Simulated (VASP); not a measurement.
Here is a VASP 6.6.1 calculation.

The input INCAR:

```
PREC = Accurate
ENCUT = 600
EDIFF = 1E-8
ISMEAR = 0
SIGMA = 0.03
LREAL = F
LASPH = T
NELM = 80
ALGO = Normal
ISIF = 2
LWAVE = F
LCHARG = F
GGA = PS
LEPSILON = T
```

The input KPOINTS:

```
Automatic mesh
0
Monkhorst-Pack
  14 14 14
```

POSCAR

```
ZnS                                     
1.0
    0.0000000000      2.6982527358      2.6982527358
    2.6982527358      0.0000000000      2.6982527358
    2.6982527358      2.6982527358     -0.0000000000
  Zn              S             
     1     1
Direct
     0.2500000000000000    0.2500000000000000    0.2500000000000000
     0.0000000000000000    0.0000000000000000    0.0000000000000000
```

Potentials or basis: VASP PAW PBE potentials, release 64 (Zn, S).

Run with:

```sh
$ cat potpaw_PBE.64/Zn/POTCAR potpaw_PBE.64/S/POTCAR > POTCAR
$ mpirun -np 1 vasp_std > vasp.out
```

Question: Estimate the electronic dielectric tensor (diagonal).

Answer: 6.07.

Question: What does it give for the Born charges (mean of the diagonal)?

Answer: Zn +1.99; S -1.99 e.

Born effective charge tensors (e):
atom 1, Zn
```
1.99 0.00 0.00
0.00 1.99 0.00
0.00 0.00 1.99
```
atom 2, S
```
-1.99  0.00  0.00
 0.00 -1.99  0.00
 0.00  0.00 -1.99
```

**Experimental background.**

A printed reference work, monograph reports, for a bulk crystal of ZnS: high-frequency dielectric constant 5.14.

A measured high-frequency dielectric constant of ZnS is 5.14 (a printed reference work, monograph); the calculated 6.07 misses it by +18.2 %.
